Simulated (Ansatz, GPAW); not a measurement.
This is a calculation of W (Tungsten) for GPAW 26.7.0 (ASE script). 

File run.py:

```python
from ase.dft.bandgap import bandgap
from ase.io import read, write
from ase.units import GPa
from gpaw import GPAW, PW

atoms = read('POSCAR')

calc = GPAW(mode=PW(600),
            xc='PBE',
            kpts={'size': (12, 12, 12), 'gamma': True},
            occupations={'name': 'methfessel-paxton', 'order': 0, 'width': 0.020999999999999998},
            nbands=16,
            convergence={'density': 1e-05, 'energy': 1e-05},
            maxiter=150,
            txt='gpaw.txt')
atoms.calc = calc
energy = atoms.get_potential_energy()
forces = atoms.get_forces()
stress = atoms.get_stress()
calc.write('gs.gpw')
write('result.traj', atoms)
print(f'Energy: {energy:.6f} eV')
print('Forces (eV/A):')
print(forces.round(4))
print('Stress (GPa):', (stress / GPa).round(3))
print('Fermi level:', round(calc.get_fermi_level(), 4), 'eV')
print(f'Gap: {bandgap(calc)[0]:.4f} eV, direct: {bandgap(calc, direct=True)[0]:.4f} eV')
```

The input POSCAR:

```
W
1.0
   -1.5823450000      1.5823450000      1.5823450000
    1.5823450000     -1.5823450000      1.5823450000
    1.5823450000      1.5823450000     -1.5823450000
W
1
Direct
    0.0000000000      0.0000000000      0.0000000000
```

Potentials or basis: GPAW PAW data sets (gpaw-data 1.2.1), pw.

Command:

```sh
$ OMP_NUM_THREADS=1 python run.py
```

**Question.** Translate it to Ansatz 0.2.0. Potentials or basis there: all-electron LAPW, scalar-relativistic.

**Answer.** As run (cutoffs and basis follow the program's own potentials, and thresholds, step limits or extra output files can differ):

input.yaml

```yaml
crystal:
  lattice:
    - [-1.582345, 1.582345, 1.582345]
    - [1.582345, -1.582345, 1.582345]
    - [1.582345, 1.582345, -1.582345]
  atoms:
    - { symbol: W, position: [0.0, 0.0, 0.0] }
kpoints:
  mp_grid: { grid: [12, 12, 12] }
scf:
  occupations: { method: gaussian, width: 0.021 }
hamiltonian:
  xc: pbe
  pseudopotentials: { kind: all_electron, lapw: { basis_error: 0.001 } }
output:
  forces: true
  stress: true
  eigenvalues: true
```

Potentials or basis: all-electron LAPW, scalar-relativistic.

Run with:

```bash
$ ansatz run input.yaml --threads 1 --pin off --max-ram 3072MiB --backend cpu --events-out ev --progress --plain --runs-dir out
```

Both were run:

|  | GPAW | Ansatz |
| --- | --- | --- |
| Pressure | 5.8 GPa | 6.1 GPa |

Where Ansatz's input types no cutoff or centring, it takes its own default and a Γ-centred mesh.

Pressure is positive in compression.
